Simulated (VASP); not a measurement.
# Al12HO in VASP: notebook

The runs below take Al12HO through single point, with PBEsol.

Everything below comes from runs of VASP 6.6.1. Logs are shortened: lines on timing, memory, paths and dates and some standing lists are left out, and cuts for length are marked.

## Step 1: The slab as given

The cell holds a slab with vacuum, 14 atoms: a = 5.728 Å, b = 5.728 Å, c = 18.677 Å, α = 90.00°, β = 90.00°, γ = 60.00°.

The cell was built by a generator and needn't be a form met in nature.

## Step 2: Single point, PBEsol

Input file INCAR:

```
PREC     = Accurate       # precision mode
ENCUT    = 520            # plane-wave cutoff, eV
EDIFF    = 1E-6           # SCF threshold, eV
ISMEAR   = -1             # smearing method
SIGMA    = 0.05           # smearing width, eV
LREAL    = False          # projectors in reciprocal space
LASPH    = True           # aspherical terms in the spheres
NELM     = 60             # most SCF steps
ALGO     = Fast           # electronic algorithm
ISIF     = 2              # what is computed and relaxed
LWAVE    = False          # write WAVECAR
LCHARG   = False          # write CHGCAR
GGA      = PS             # functional
NBANDS   = 34             # bands
```

Input file KPOINTS:

```
regular mesh
0
Gamma
  2 2 1
```

Input file POSCAR:

```
Al12HO
1.0
    5.7275650000      0.0000000000      0.0000000000
    2.8637820000      4.9602170000      0.0000000000
    0.0000000000      0.0000000000     18.6765370000
Al O H
12 1 1
Direct
    0.1666684945      0.1666660955      0.0535431167
    0.6666715499      0.1666660955      0.0535431167
    0.1666709227      0.6666643818      0.0535431167
    0.6666739781      0.6666643818      0.0535431167
   -0.1746261692      0.3350055048      0.1878560249
    0.3287247407      0.3431503098      0.1824267529
   -0.1637361925      0.8325039005      0.1823410839
    0.3260689297      0.8260122491      0.1821215571
    0.0071428062     -0.0378209260      0.3177248545
    0.5169742644     -0.0108261393      0.3016726281
    0.0351479408      0.5934417789      0.3072732381
    0.4616450683      0.5164491795      0.3126810929
    0.9358067592      0.2297681734      0.3741753624
    0.9991075716      0.1907779438      0.4244202231
```

Potentials or basis: VASP PAW PBE potentials, release 64 (Al, O, H).

The run is started by

```bash
cat potpaw_PBE.64/Al/POTCAR potpaw_PBE.64/O/POTCAR potpaw_PBE.64/H/POTCAR > POTCAR
mpirun -np 1 vasp_std > vasp.out
```

OUTCAR:

```text
PREC = Accurate
   ENCUT = 520
   EDIFF = 1E-6
   ISMEAR = -1
   LREAL = False
   LASPH = True
   NELM = 60
   ISIF = 2
   GGA = PS

 ion  position               nearest neighbor table
   1  0.167  0.167  0.054-   4 2.86   2 2.86   3 2.86   3 2.86   2 2.86   4 2.86   6 2.94   8 2.94
                             5 3.03
   2  0.667  0.167  0.054-   1 2.86   3 2.86   4 2.86   4 2.86   3 2.86   1 2.86   7 2.92   6 2.93
                             5 2.99
   3  0.167  0.667  0.054-   4 2.86   2 2.86   1 2.86   1 2.86   2 2.86   4 2.86   8 2.88   6 2.89
                             7 2.91
   4  0.667  0.667  0.054-   1 2.86   3 2.86   2 2.86   2 2.86   3 2.86   1 2.86   7 2.92   8 2.94
                             5 3.00
   5  0.825  0.335  0.188-   6 2.82   8 2.84   7 2.85   7 2.88   8 2.89   6 2.91  12 2.95   2 2.99
                             4 3.00   1 3.03   9 3.05  11 3.22
   6  0.329  0.343  0.182-   8 2.76   7 2.81  11 2.81   5 2.82  10 2.84  12 2.87   3 2.89   5 2.91
                             7 2.92   2 2.93   1 2.94   8 2.97
   7  0.836  0.833  0.182-  11 2.66  10 2.73   8 2.79   6 2.81   5 2.85   5 2.88   3 2.91   6 2.92
                             2 2.92   4 2.92   9 2.94   8 2.94
   8  0.326  0.826  0.182-   6 2.76   7 2.79   5 2.84  10 2.84   3 2.88  12 2.88   5 2.89   4 2.94
                             1 2.94   7 2.94   6 2.97   9 2.99
   9  0.007  0.962  0.318-  13 1.73  11 2.05  12 2.58  10 2.75   7 2.94   8 2.99  10 3.02   5 3.05
                            12 3.15
  10  0.517  0.989  0.302-  11 2.69   7 2.73   9 2.75   6 2.84   8 2.84  12 2.88  12 2.89   9 3.02
                            11 3.17
  11  0.035  0.593  0.307-   9 2.05  12 2.26   7 2.66  10 2.69   6 2.81  10 3.17   5 3.22
  12  0.462  0.516  0.313-  11 2.26   9 2.58  13 2.63   6 2.87  10 2.88   8 2.88  10 2.89   5 2.95
                             9 3.15
  13  0.936  0.230  0.374-  14 0.99   9 1.73  12 2.63
  14  0.999  0.191  0.424-  13 0.99

  LATTYP: Found a hexagonal cell.
 ALAT       =     5.7275649303
 C/A-ratio  =     3.2608162853

  Lattice vectors:

 A1 = (  -2.8637820000,  -4.9602170000,   0.0000000000)
 A2 = (   5.7275650000,   0.0000000000,   0.0000000000)
 A3 = (   0.0000000000,   0.0000000000,  18.6765370000)

Analysis of symmetry for initial positions (statically):
=====================================================================
 Subroutine PRICEL returns:
 Original cell was already a primitive cell.

 Routine SETGRP: Setting up the symmetry group for a
 hexagonal supercell.

 Subroutine GETGRP returns: Found  1 space group operations
 (whereof  1 operations were pure point group operations)
 out of a pool of 24 trial point group operations.

The static configuration has the point symmetry C_1 .

Analysis of symmetry for dynamics (positions and initial velocities):
=====================================================================
 Subroutine PRICEL returns:
 Original cell was already a primitive cell.

 Routine SETGRP: Setting up the symmetry group for a
 hexagonal supercell.

 Subroutine GETGRP returns: Found  1 space group operations
 (whereof  1 operations were pure point group operations)
 out of a pool of 24 trial point group operations.

The dynamic configuration has the point symmetry C_1 .

 Subroutine INISYM returns: Found  1 space group operations
 (whereof  1 operations are pure point group operations),
 and found     1 'primitive' translations

----------------------------------------------------------------------------------------

                                     Primitive cell

  volume of cell :     530.5998

  direct lattice vectors                    reciprocal lattice vectors
     5.727565000  0.000000000  0.000000000     0.174594265 -0.100802024  0.000000000
     2.863782000  4.960217000  0.000000000     0.000000000  0.201604083  0.000000000
     0.000000000  0.000000000 18.676537000     0.000000000  0.000000000  0.053543117

  length of vectors
     5.727565000  5.727564930 18.676537000     0.201604081  0.201604083  0.053543117

  position of ions in fractional coordinates (direct lattice)
     0.166668495  0.166666095  0.053543117
     0.666671550  0.166666095  0.053543117
     0.166670923  0.666664382  0.053543117
     0.666673978  0.666664382  0.053543117
     0.825373831  0.335005505  0.187856025
     0.328724741  0.343150310  0.182426753
     0.836263808  0.832503901  0.182341084
     0.326068930  0.826012249  0.182121557
     0.007142806  0.962179074  0.317724854
     0.516974264  0.989173861  0.301672628
     0.035147941  0.593441779  0.307273238
     0.461645068  0.516449180  0.312681093
     0.935806759  0.229768173  0.374175362
     0.999107572  0.190777944  0.424420223

  ion indices of the primitive-cell ions
   primitive index   ion index
                 1           1
                 2           2
                 3           3
                 4           4
                 5           5
[... 82 lines left out ...]
  Fermi-wavevector in a.u.,A,eV,Ry     =   0.708449  1.338775  6.828765  0.501900
  Thomas-Fermi vector in A             =   1.794768
   LORBIT       =      0    0 simple, 1 ext, 2 COOP (PROOUT), +10 PAW based schemes
   GGA     = PS    functional components
   LHFCALC =     F    Hartree Fock is set to
   AEXX    =    0.0000 exact exchange contribution
   IVDW    =     0    specifies the selected vdW correction
   LEPSILON=     F    determine dielectric tensor
   LRPA    =     F    only Hartree local field effects (RPA)
 non-spin polarized calculation
 RMM-DIIS sequential band-by-band and
  energy-cutoff  :      520.00
  volume of cell :      530.60
 maximum number of plane-waves:     14349
 NGX is ok and might be reduce to    48
   NGX = 21   NGY = 21   NGZ = 69

 number of electron      42.9999999 magnetization

 Free energy of the ion-electron system (eV)
  ---------------------------------------------------
  ext. energy  EPLUGINS =         0.00000000
  ---------------------------------------------------
  free energy    TOTEN  =       -53.53497649 eV

  energy without entropy =      -53.45700366  energy(sigma->0) =      -53.49599007

 E-fermi :   1.0006     XC(G=0):  -5.0373

 val. band max:        0.9950679208   @ k =   0.5000   0.5000   0.0000
 cond. band min:       1.0757527999   @ k =   0.5000   0.0000   0.0000
 fundamental gap:      0.0806848792
 Fermi energy:         1.0006284830

 k-point     1 :       0.0000    0.0000    0.0000
  band No.  band energies     occupation
      1     -20.1559      2.00000
      2      -9.5114      2.00000
      3      -8.4492      2.00000
      4      -7.5604      2.00000
      5      -5.5446      2.00000
      6      -5.0226      2.00000
[... 25 lines left out ...]
     32       4.0464      0.00000
     33       4.3184      0.00000

 k-point     2 :       0.5000    0.0000    0.0000
  band No.  band energies     occupation
      1     -20.1541      2.00000
      2      -8.5578      2.00000
      3      -8.0519      2.00000
      4      -7.6124      2.00000
      5      -6.8712      2.00000
      6      -6.3237      2.00000
[... 25 lines left out ...]
     32       3.8682      0.00000
     33       4.2963      0.00000

 k-point     3 :       0.5000    0.5000    0.0000
  band No.  band energies     occupation
      1     -20.1538      2.00000
      2      -8.6628      2.00000
      3      -8.0541      2.00000
      4      -7.5300      2.00000
      5      -6.9205      2.00000
      6      -6.0171      2.00000
[... 25 lines left out ...]
     32       3.9075      0.00000
     33       4.2865      0.00000

 k-point     4 :       0.0000    0.5000    0.0000
  band No.  band energies     occupation
      1     -20.1536      2.00000
      2      -8.5058      2.00000
      3      -8.2734      2.00000
      4      -7.5076      2.00000
      5      -6.9824      2.00000
      6      -5.9712      2.00000
[... 25 lines left out ...]
     32       3.9489      0.00000
     33       4.4179      0.00000
 [bands above 33 left out]

------------------------ aborting loop because EDIFF is reached ----------------------------------------

  FORCE on cell =-STRESS in cart. coord.  units (eV):
  Direction    XX          YY          ZZ          XY          YZ          ZX
  --------------------------------------------------------------------------------------
  -------------------------------------------------------------------------------------
  Total        3.7614585      5.8926172     -3.7015375      2.2493834      1.6062141      1.2836820
  in kB       11.3579462     17.7931057    -11.1770112      6.7921460      4.8500585      3.8761537
  external PRESSURE =       5.9913469 kB  Pullay stress =       0.0000000 kB

 VOLUME and BASIS-vectors are now :
 -----------------------------------------------------------------------------
  energy-cutoff  :      520.00
  volume of cell :      530.60
      direct lattice vectors                 reciprocal lattice vectors
     5.727565000  0.000000000  0.000000000     0.174594265 -0.100802024  0.000000000
     2.863782000  4.960217000  0.000000000     0.000000000  0.201604083  0.000000000
     0.000000000  0.000000000 18.676537000     0.000000000  0.000000000  0.053543117

 POSITION                                       TOTAL-FORCE (eV/Angst)
 -----------------------------------------------------------------------------------
      1.43190      0.82670      1.00000         0.261836     -0.081654      0.192109
      4.29570      0.82670      1.00000        -0.191379      0.015784      0.269305
      2.86380      3.30680      1.00000         0.022330     -0.051811      0.106609
      5.72760      3.30680      1.00000        -0.069643      0.161365      0.214611
      5.68676      1.66170      3.50850        -0.012022      0.056353      0.349548
      2.86550      1.70210      3.40710        -0.001788     -0.191443      0.063568
      7.17386      4.12940      3.40550        -0.133982      0.282822     -0.383465
      4.23310      4.09720      3.40140         0.075423      0.132206      0.188202
      2.79638      4.77262      5.93400         2.489517      5.212249     -0.641639
      5.79378      4.90652      5.63420        -0.317662      0.190961     -0.149013
      1.90080      2.94360      5.73880        -5.646292     -5.969156     -0.879793
      4.12310      2.56170      5.83980         3.154215     -0.852070     -0.149885
      6.01790      1.13970      6.98830         0.447910      0.899947      1.206029
      6.26880      0.94630      7.92670        -0.078463      0.194446     -0.386187
 -----------------------------------------------------------------------------------
    total drift:                               -0.000147     -0.000070     -0.001139

  FREE ENERGIE OF THE ION-ELECTRON SYSTEM (eV)
  ---------------------------------------------------
  free  energy   TOTEN  =       -53.5349764935 eV

  energy  without entropy=      -53.4570036551  energy(sigma->0) =      -53.49599007
```

Wall time 2.1 min (1 thread of Intel Xeon Platinum 8488C (Sapphire Rapids), shared host); peak memory 0.67 GiB.

Results:

- Free energy: -53.5350 eV
- Largest force: 8.264 eV/Å
- Band gap on the k mesh: none (metal or under the smearing width)

Forces on the atoms (eV/Å):
```
Al   0.262 -0.082  0.192
Al  -0.191  0.016  0.269
Al   0.022 -0.052  0.107
Al  -0.070  0.161  0.215
Al  -0.012  0.056  0.350
Al  -0.002 -0.191  0.064
Al  -0.134  0.283 -0.383
Al   0.075  0.132  0.188
Al   2.490  5.212 -0.642
Al  -0.318  0.191 -0.149
Al  -5.646 -5.969 -0.880
Al   3.154 -0.852 -0.150
O    0.448  0.900  1.206
H   -0.078  0.194 -0.386
```

Caveat: the k mesh is coarse (spacing up to 0.63 Å⁻¹), so the values aren't converged; the PAW data sets were made with another functional, which shifts forces and pressure a little; an odd number of electrons without spin polarisation forces a metal; a magnetic or distorted state may lie lower.

## Step 3: Single point, PBEsol

Input file INCAR:

```
SYSTEM = Al12HO
PREC     = Accurate       ! precision mode
ENCUT    = 520            ! plane-wave cutoff, eV
EDIFF    = 1E-6           ! SCF threshold, eV
ISMEAR   = -1             ! smearing method
SIGMA    = 0.05           ! smearing width, eV
LREAL    = .False.        ! projectors in reciprocal space
LASPH    = .True.         ! aspherical terms in the spheres
NELM     = 60             ! most SCF steps
ALGO     = Fast           ! electronic algorithm
ISIF     = 2              ! what is computed and relaxed
LWAVE    = .False.        ! write WAVECAR
LCHARG   = .False.        ! write CHGCAR
GGA      = PS             ! functional
NBANDS   = 34             ! bands
```

Input file KPOINTS:

```
Automatic mesh
0
Gamma
  2 2 1
  0 0 0
```

Input file POSCAR:

```
Al12HO
1.0
    5.7275650000      0.0000000000      0.0000000000
    2.8637820000      4.9602170000      0.0000000000
    0.0000000000      0.0000000000     18.6765370000
Al O H
12 1 1
Direct
    0.1666684945      0.1666660955      0.0535431167
    0.6666715499      0.1666660955      0.0535431167
    0.1666709227      0.6666643818      0.0535431167
    0.6666739781      0.6666643818      0.0535431167
   -0.1804311508      0.3415173167      0.1525389851
    0.3174181405      0.3330096244      0.1572775510
   -0.1798601084      0.8274234776      0.1610416321
    0.2988552271      0.8545997080      0.1712737217
    0.0842896923     -0.0370749909      0.3505574936
    0.5437936342      0.0681220197      0.2977479176
    0.0389741141      0.5919700691      0.2745048507
    0.4982767408      0.5370127960      0.3119421978
    0.9582766859     -0.0016733139      0.4348718395
    1.0842588939     -0.0298777251      0.4736156387
```

Potentials or basis: VASP PAW PBE potentials, release 64 (Al, O, H).

The run is started by

```bash
cat potpaw_PBE.64/Al/POTCAR potpaw_PBE.64/O/POTCAR potpaw_PBE.64/H/POTCAR > POTCAR
mpirun -np 1 vasp_std > vasp.out
```

It took 2.1 min on 1 thread of Intel Xeon Platinum 8488C (Sapphire Rapids), shared host; peak memory 0.66 GiB.

Results (log left out):

* Free energy: -54.0900 eV
* Largest force: 2.470 eV/Å
* Band gap on the k mesh: none (metal or under the smearing width)

Forces on the atoms (eV/Å):
```
Al   0.132 -0.559 -1.072
Al  -0.509 -0.316 -1.032
Al   0.322  0.243 -0.754
Al  -0.405  0.782 -1.113
Al  -0.157 -0.115  2.462
Al   0.602 -0.095  1.381
Al  -0.033  0.841  0.120
Al  -0.006 -0.359  0.487
Al  -0.015  0.912 -0.608
Al  -0.735 -0.858 -0.468
Al  -0.966 -0.588  0.247
Al   1.754 -0.094 -0.561
O    0.255  0.125  0.828
H   -0.239  0.081  0.083
```

Levels at points of the mesh, in eV from the Fermi level:
| k point | band 18 | band 19 | band 20 | band 21 | band 22 | band 23 | band 24 | band 25 |
| --- | --- | --- | --- | --- | --- | --- | --- | --- |
| (0.00, 0.00, 0.00) | -1.81 | -1.78 | -1.16 | -0.32 | -0.19 | 0.02 | 0.25 | 0.34 |
| (0.50, 0.00, 0.00) | -0.96 | -0.20 | -0.18 | -0.08 | -0.01 | 1.06 | 1.34 | 1.71 |
| (0.50, 0.50, 0.00) | -0.97 | -0.32 | -0.14 | -0.03 | 0.01 | 1.11 | 1.29 | 1.64 |
| (0.00, 0.50, 0.00) | -0.99 | -0.31 | -0.24 | -0.11 | 0.04 | 1.10 | 1.27 | 1.37 |

Caveat: the k mesh is coarse (spacing up to 0.63 Å⁻¹), so the values aren't converged; the PAW data sets were made with another functional, which shifts forces and pressure a little; an odd number of electrons without spin polarisation forces a metal; a magnetic or distorted state may lie lower.

## Step 4: Single point, PBEsol

Input file INCAR:

```
ALGO = Normal
EDIFF = 1E-7
ENCUT = 520
GGA = PS
ISIF = 2
ISMEAR = -1
LASPH = True
LCHARG = False
LREAL = False
LWAVE = False
NBANDS = 34
NELM = 100
PREC = Accurate
SIGMA = 0.05
```

Input file KPOINTS:

```
k-points
0
Gamma
  2 2 1
```

Input file POSCAR:

```
Al12HO
1.0
    5.7275650000      0.0000000000      0.0000000000
    2.8637820000      4.9602170000      0.0000000000
    0.0000000000      0.0000000000     18.6765370000
Al O H
12 1 1
Direct
    0.1666684945      0.1666660955      0.0535431167
    0.6666715499      0.1666660955      0.0535431167
    0.1666709227      0.6666643818      0.0535431167
    0.6666739781      0.6666643818      0.0535431167
   -0.0382600343      0.2770241705      0.1955180449
    0.3648646413      0.3715764855      0.1838670627
   -0.1992321905      0.8968962447      0.1858428037
    0.3498583232      0.7944612101      0.1935315953
    0.0848415083     -0.1237647466      0.4161960004
    0.4713677191      0.1049349252      0.3164130481
    0.0750942806      0.6247307325      0.3066146577
    0.5357107830      0.6068484504      0.3309392957
    1.1055873656     -0.2162606999      0.5033213598
    1.1634031044     -0.3801849798      0.5293486689
```

The run is started by

```bash
cat potpaw_PBE.64/Al/POTCAR potpaw_PBE.64/O/POTCAR potpaw_PBE.64/H/POTCAR > POTCAR
mpirun -np 1 vasp_std > vasp.out
```

It took 2 min on 1 thread of Intel Xeon Platinum 8488C (Sapphire Rapids), shared host; peak memory 0.66 GiB.

The run converged. Its results:

| Quantity | Value |
| --- | --- |
| Free energy | -53.9224 eV |
| Largest force | 1.450 eV/Å |
| Band gap on the k mesh | none (metal or under the smearing width) |

Forces in eV/Å, atoms in the order of the input:
```
Al   0.178  0.002  0.087
Al   0.021  0.001 -0.053
Al   0.113  0.017  0.107
Al  -0.071  0.085  0.477
Al  -0.524  1.161  0.217
Al  -0.414 -1.006 -0.407
Al  -0.070 -0.481 -0.099
Al   0.961  0.691 -0.281
Al   0.113  0.387 -0.045
Al   0.250 -0.175  0.413
Al  -1.325 -0.305 -0.504
Al   0.746 -0.665  0.194
O    0.098  0.743 -0.291
H   -0.075 -0.455  0.186
```

Levels at points of the mesh, in eV from the Fermi level:
```
           k point  band 18  band 19  band 20  band 21  band 22  band 23
(0.00, 0.00, 0.00)    -2.35    -2.20    -2.02    -1.38    -1.16    -0.92
(0.50, 0.00, 0.00)    -1.72    -0.34    -0.07     0.05     0.10     0.16
(0.50, 0.50, 0.00)    -1.65    -0.52    -0.02     0.02     0.25     0.34
(0.00, 0.50, 0.00)    -1.71    -0.59    -0.13     0.04     0.13     0.35
```

Caveat: the k mesh is coarse (spacing up to 0.63 Å⁻¹), so the values aren't converged; the PAW data sets were made with another functional, which shifts forces and pressure a little; an odd number of electrons without spin polarisation forces a metal; a magnetic or distorted state may lie lower.
